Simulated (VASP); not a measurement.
Set up this calculation in VASP 6.6.1, as the native input.

* Task: relaxation of the atoms
* Functional: rev-vdW-DF2
* Potentials or basis: VASP PAW PBE potentials, release 64 (Sn_d, S)
* Cutoff: 520 eV
* k mesh: 10 × 10 × 6
* Occupations: gaussian, width 0.05 eV
* Spin: no spin polarisation
* Further INCAR settings: ALGO = Normal; EDIFF = 1e-06; IBRION = 2; EDIFFG = -0.01; NSW = 60

The structure of SnS2 lies in POSCAR:

```
SnS2
1.0
    3.6390000000      0.0000000000      0.0000000000
   -1.8195000000      3.1514664400      0.0000000000
    0.0000000000      0.0000000000      5.9618880000
Sn S
1 2
Direct
    0.0000000000      0.0000000000      0.0000000000
    0.3333333300      0.6666666700      0.2460629900
    0.6666666700      0.3333333300      0.7539370100
```

These files were run (other wordings do the same):

INCAR

```
PREC = Accurate
ENCUT = 520
EDIFF = 1E-6
ISMEAR = 0
SIGMA = 0.05
LREAL = F
LASPH = T
NELM = 100
ALGO = Normal
ISIF = 2
LWAVE = F
LCHARG = F
GGA = MK
LUSE_VDW = T
AGGAC = 0.0
PARAM1 = 0.1234
PARAM2 = 0.711357
ZAB_VDW = -1.8867
IBRION = 2
NSW = 60
EDIFFG = -0.01
KPAR = 2
```

KPOINTS

```
Automatic mesh
0
Gamma
  10 10 6
```

Potentials or basis: VASP PAW PBE potentials, release 64 (Sn_d, S).

Command:

```bash
$ cat potpaw_PBE.64/Sn_d/POTCAR potpaw_PBE.64/S/POTCAR > POTCAR
$ mpirun -np 2 vasp_std > vasp.out
```

Results of the run:

The energy gained by relaxing is 4.1 meV/atom and the ionic steps are 3. The pressure after relaxing is 1.2 GPa. The largest force after relaxing is 0.004 eV/Å and the band gap on the k mesh is 1.34 eV, indirect (least direct gap 1.81 eV).

Caveat: the PAW data sets were made with another functional, which shifts forces and pressure a little; spin-orbit coupling is left out, which moves the levels of the heavy elements.

Run time: 3 min on 2 MPI ranks on AMD EPYC 7R13 Processor (Zen 3), with other jobs on the host, peak memory 0.44 GiB a rank.
